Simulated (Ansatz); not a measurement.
TlBr, CsCl type, relaxed with r2SCAN in Ansatz: space group Pm-3m (No. 221), cubic; a = 3.995 Å in the conventional setting, 31.88 Å³ an atom. Tl is surrounded by 8 Br at 3.46 Å; Br is surrounded by 8 Tl at 3.46 Å. The primitive cell holds 2 atoms in 63.76 Å³. The values are computed, spin-unpolarised, and not measurements.

Computed values: HSE06 (4×4×4) gives a least gap of 2.58 eV, direct. r2SCAN's ε∞ is 5.45.

Q: What is the density?

A: The cell holds 1 Tl, 1 Br: M = 1×204.380 + 1×79.904 = 284.28 u in V = 63.76 Å³. ρ = 1.66054 × M/V = 1.66054 × 284.28/63.76 = 7.404 g/cm³, for the static r2SCAN lattice.

Q: At what wavelength does absorption set in by HSE06, excitons left aside?

A: λ = 1239.84 eV nm/E: 481 nm for the least gap. The direct edge lies in the visible range.

Q: What refractive index and reflectivity at normal incidence follow, below the gap and above the phonons?

A: n = √5.45 = 2.335; R = ((n − 1)/(n + 1))² = (1.335/3.335)² = 16.0 % a face.

Spin-orbit coupling is left out; in compounds of Pb, Bi, Tl or Hg it can lower a gap by up to about 1 eV, split its edges or invert the bands.

The meshes of the hybrids are coarse, so their gaps aren't converged to the digits shown.
